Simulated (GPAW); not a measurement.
A run of GPAW 26.7.0 is set up as follows.

Contents of run.py:

```python
from ase import Atoms
from ase.calculators.mixing import SumCalculator
from ase.filters import FrechetCellFilter
from ase.io import write
from ase.optimize import BFGS
from dftd3.ase import DFTD3
from gpaw import GPAW, PW, setup_paths

setup_paths.insert(0, '.')

atoms = Atoms(['Cu', 'Cu', 'Al', 'Al', 'Al'],
              cell=[[4.0919516368, 0.0, 0.0],
                    [-2.0459758184, 3.5437340685, 0.0],
                    [0.0, 0.0, 4.9927787]],
              scaled_positions=[[0.6666666667, 0.3333333333, 0.16048787],
                                [0.3333333333, 0.6666666667, 0.83951213],
                                [0.6666666667, 0.3333333333, 0.65007465],
                                [0.3333333333, 0.6666666667, 0.34992535],
                                [0.0, 0.0, 0.0]],
              pbc=True)

calc = GPAW(mode=PW(600),
            xc='PBEsol',
            kpts={'size': (6, 6, 4), 'gamma': True},
            occupations={'name': 'fermi-dirac', 'width': 0.05},
            nbands=32,
            convergence={'density': 1e-05, 'forces': 0.0001},
            maxiter=150,
            txt='gpaw.txt')
atoms.calc = SumCalculator([calc, DFTD3(damping='d3bj', params_tweaks=dict(method='pbesol', atm=True))])
opt = BFGS(FrechetCellFilter(atoms), trajectory='relax.traj', logfile='-')
done = opt.run(fmax=0.02, steps=60)
calc.write('gs.gpw')
write('result.traj', atoms)
print('Converged:', done)
print('Cell:', atoms.cell.cellpar().round(4))
print('Volume:', round(atoms.get_volume(), 4))
print(atoms.get_scaled_positions().round(5))
```

Potentials or basis: PAW data sets generated in the run's folder for this functional, pw.

The run is started by

```sh
$ gpaw-setup -f PBEsol Al Cu
$ OMP_NUM_THREADS=1 python run.py
```

Task: Estimate the relaxed cell.

Result: a = 4.054 Å, b = 4.054 Å, c = 4.970 Å, α = 90.00°, β = 90.00°, γ = 120.00°.

Task: Predict the band gap on the k mesh.

Result: None (metal or under the smearing width).

Stress tensor (GPa, compression positive):
```
-0.13  0.00  0.00
 0.00 -0.13  0.00
 0.00  0.00  0.21
```

Caveat: with this Cu data set, volumes or pressures lay over 1.5 % or 2 GPa off other programs in two to four cells of ten; later steps reuse the first step's grids; pairwise dispersion overbinds metals, which lowers pressure and volume.
